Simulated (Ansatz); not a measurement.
Write the native input for Ansatz 0.2.0 that does the following.

```yaml
Task: atomic charges
Functional: PBE-LYP
Potentials_or_basis: all-electron LAPW, inner shells corrected to Dirac's equation
Cutoff: 260 eV
Density_cutoff: 1040 eV
Basis_error_allowed: 0.002 eV/atom
k_mesh: 10 × 10 × 10
Occupations: cold, width 0.05 eV
Spin: collinear spin, ferromagnetic start
Starting_moments: "[0.5, 0.0] μB"
```

The system is TaN.

```
Ta N
1.0
     0.00000    2.21132    2.21132
     2.21132    0.00000    2.21132
     2.21132    2.21132    0.00000
Ta N
1 1
Direct
  0.50000 0.50000 0.50000
  0.00000 0.00000 0.00000
```

The cell comes from a database or a generator and needn't be the stable form of this composition.

One way to write it, as run:

input.yaml

```yaml
crystal:
  lattice: { a: 4.422646, b: 4.422646, c: 4.422646, alpha: 90.0, beta: 90.0, gamma: 90.0 }
  space_group: 225
  setting: { hermann_mauguin: Fm-3m }
  reduce_to_primitive: true
  atoms:
    - { symbol: Ta, position: [0.5, 0.0, 0.0], spin: 0.5 }
    - { symbol: "N", position: [0.0, 0.0, 0.0] }
kpoints:
  mp_grid: { grid: [10, 10, 10] }
scf:
  occupations: { method: cold, width: 0.05 }
hamiltonian:
  xc: { exchange: pbe, correlation: lyp }
  pseudopotentials:
    kind: all_electron
    lapw: { basis_error: 0.002 }
    dirac_shells: { Ta: ["4p", "4d"] }
magnetization:
  spin_polarized: true
output:
  forces: true
  stress: true
  eigenvalues: true
  populations: true
basis:
  ecutwfc: 260
```

Potentials or basis: all-electron LAPW, inner shells corrected to Dirac's equation.

Run with:

```bash
$ ansatz run input.yaml --threads 1 --pin off --max-ram 3072MiB --backend cpu --events-out ev --progress --plain --runs-dir out
```

It gave:

- Pressure: 10.8 GPa
- Band gap on the k mesh: none (metal or under the smearing width)
- Net moment: 0.00 μB per cell
- Absolute moment: 0.00 μB per cell
- Loewdin charges: Ta +0.81; N -0.75 e

Caveat: the starting moments weren't kept.

Wall time 27 s on 1 thread of Intel(R) Xeon(R) Platinum 8375C CPU @ 2.90GHz (Ice Lake), on a shared host, peak memory 0.44 GiB.
